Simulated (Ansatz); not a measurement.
MnO:

```
CELL_PARAMETERS angstrom
0.00000 2.22391 2.22391
2.22391 0.00000 2.22391
2.22391 2.22391 0.00000
ATOMIC_POSITIONS crystal
Mn 0.00000 0.00000 0.00000
O 0.50000 0.50000 0.50000
```

The cell is a database's computed one.

Base run:

```yaml
Program: Ansatz 0.2.0
Functional: PBEsol
Potentials_or_basis: all-electron LAPW, scalar-relativistic
Cutoff: 324 eV (chosen from the basis error)
Basis_error_allowed: 0.001 eV/atom
k_mesh: 10 × 10 × 10
Occupations: fermi-dirac, width 0.05 eV
Spin: collinear spin, ferromagnetic start
Starting_moments: "[4.0, 0.0] μB"
```

Its results: band gap on the k mesh none (metal or under the smearing width); pressure -7.1 GPa; net moment 4.77 μB per cell; site moments Mn +4.31; O +0.23 μB.

Task: After a change of settings the same cell gave: band gap on the k mesh none (metal or under the smearing width); pressure 0.4 GPa; net moment 5.00 μB per cell; site moments Mn +4.52; O +0.22 μB. Which change was it?
A. hubbard terms from none to Mn d U = 8 eV
B. functional from PBEsol to LDA; occupations from fermi-dirac, width 0.05 eV to gaussian, width 0.05 eV
C. hubbard terms from none to Mn d U = 2 eV
D. functional from PBEsol to PBE; occupations from fermi-dirac, width 0.05 eV to gaussian, width 0.013 eV

Result: C.

Caveats: a cell with one magnetic atom can't hold antiferromagnetic order, which such compounds often take; semilocal functionals often make such compounds metallic where correlation or magnetic order opens a gap, which also shifts bond lengths (some runs); the magnetic state may not be the lowest (some runs); U is the effective U less J, on atomic orbitals that reach past the spheres (some runs).
